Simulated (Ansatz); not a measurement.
# TiAl3: the cost of one run

Method: DFT PBE, scalar-relativistic, plane waves, PAW, in Ansatz 0.2.0.

## 1. The structure to begin with

Symmetry: Pm-3m, No. 221, cubic system. Conventional cell: a = 3.956 Å, b = 3.956 Å, c = 3.956 Å, α = 90.00°, β = 90.00°, γ = 90.00°. Ti (site symmetry m-3m) is surrounded by 12 Al at 2.80 Å. Al (site symmetry 4/mmm) has 4 Ti at 2.80 Å and 8 Al at 2.80 Å as nearest neighbours.

As a file:

```cif
data_structure
_symmetry_space_group_name_H-M 'Pm-3m'
_symmetry_Int_Tables_number 221
_cell_length_a 3.9557
_cell_length_b 3.9557
_cell_length_c 3.9557
_cell_angle_alpha 90.000
_cell_angle_beta 90.000
_cell_angle_gamma 90.000
_cell_volume 61.90
loop_
_atom_site_label
_atom_site_type_symbol
_atom_site_symmetry_multiplicity
_atom_site_Wyckoff_symbol
_atom_site_fract_x
_atom_site_fract_y
_atom_site_fract_z
_atom_site_occupancy
Ti1 Ti 1 a 0.00000 0.00000 0.00000 1
Al1 Al 3 c 0.50000 0.50000 0.00000 1
```

The start is a polymorph listed in a database, not an invented cell.

## 2. Probe: one point on a coarse mesh

input.yaml

```yaml
crystal:
  lattice:
    - [3.95567131, 0.0, 0.0]
    - [0.0, 3.95567131, 0.0]
    - [0.0, 0.0, 3.95567131]
  atoms:
    - { symbol: Ti, position: [0.0, 0.0, 0.0] }
    - { symbol: Al, position: [0.5, 0.5, 0.0] }
    - { symbol: Al, position: [0.5, 0.0, 0.5] }
    - { symbol: Al, position: [0.0, 0.5, 0.5] }
basis:
  ecutwfc: 420
kpoints:
  mp_grid: { grid: [4, 4, 4] }
hamiltonian:
  xc: pbe
scf:
  occupations: { method: gaussian, width: 0.1 }
  lower_state_search: "off"
output:
  forces: true
  stress: true
  eigenvalues: true
```

Run with:

```bash
$ ansatz run input.yaml --threads 1 --pin off --max-ram 2560MiB --backend cpu --events-out ev --progress --plain --runs-dir out
```

Q: Estimate wall time and peak memory on 1 thread of Intel Xeon at 2.70GHz, shared host.

About 1.5 s, with a peak of 0.31 GiB.
